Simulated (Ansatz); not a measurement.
I need the levels without and with spin-orbit coupling of BaTe, space group Pm-3m. Use Ansatz's Python interface. Use (first run): LDA, PAW, the default cutoff (420 eV here), 4×4×4 k-points, Fermi-Dirac smearing of 0.05 eV.

```yaml
crystal:
  lattice:
    - [4.26247, 0.00000, 0.00000]
    - [0.00000, 4.26247, 0.00000]
    - [0.00000, 0.00000, 4.26247]
  atoms:
    - { symbol: Ba, position: [0.00000, 0.00000, 0.00000] }
    - { symbol: Te, position: [0.50000, 0.50000, 0.50000] }
```

`run_soc.py`:
```python
import logging
import sys

import ansatz as az

logging.basicConfig(stream=sys.stdout, format="%(name)s: %(message)s")
log = logging.getLogger("ansatz_job")
log.setLevel(logging.INFO)

WIDTH_EV = 0.05
XC = "lda"
SCF_TOL = 1e-08
K_LENGTH = 16

bate = (
    az.Lattice.of((4.262466, 0.0, 0.0), (0.0, 4.262466, 0.0), (0.0, 0.0, 4.262466))
    .atom("Ba", (0.0, 0.0, 0.0))
    .atom("Te", (0.5, 0.5, 0.5))
)

setup = bate.calculation()
setup = setup.occupations(az.OccupationsMethod.FERMI_DIRAC, width=WIDTH_EV)
setup = setup.functional(XC).scf(tolerance=SCF_TOL)
setup = setup.kpoints(length=K_LENGTH)
setup = setup.band_table()
for label, variant in (("scalar-relativistic", setup), ("spin-orbit", setup.spin(soc=True))):
    rep = variant.run(threads=1, pin="off").report
    zero = rep["band_edges_ev"][0] if rep.get("band_edges_ev") else rep["fermi_energy_ev"]
    near = [round(e - zero, 3) for e in rep["eigenvalues_ev"][0] if abs(e - zero) < 2]
    print(label)
    print("  band edges (eV):", [round(e, 3) for e in rep.get("band_edges_ev") or []] or "none reported")
    print("  levels at k =", rep["kpoints_frac"][0], "within 2 eV of the zero:", near)
```

```console
$ python run_soc.py
DeckWarning: basis.ecutwfc = 420 eV, auto-derived from the records' recommended cutoffs: set by Ba (normal level)
scalar-relativistic
  band edges (eV): none reported
  levels at k = [0.0, 0.0, 0.0] within 2 eV of the zero: [-0.73, -0.73, -0.73, 0.366, 0.366, 1.791]
spin-orbit
  band edges (eV): none reported
  levels at k = [0.0, 0.0, 0.0] within 2 eV of the zero: [-1.373, -1.373, -0.459, -0.459, -0.459, -0.459, 0.348, 0.348, 0.348, 0.348, 1.78, 1.78]
```
(Warnings from the package without file and line, repeats left out.)

What to keep in mind:
- The computed bands are complete only to about 2.6 eV above the Fermi level.
- The structure comes from a database of computed cells and needn't be a stable or known phase.
- Gaps and levels are Kohn-Sham values on a finite set of k-points.
- With spin-orbit coupling each level holds one electron and, with inversion or at time-reversal points, comes in pairs; a window in energy can cut a split set.
- Wall time of the script: 5.9 s on 1 thread of Arm Neoverse V2, with other jobs on the host, peak memory 0.55 GiB.

(Lines on the test bed's own set-up are left out of the output.)
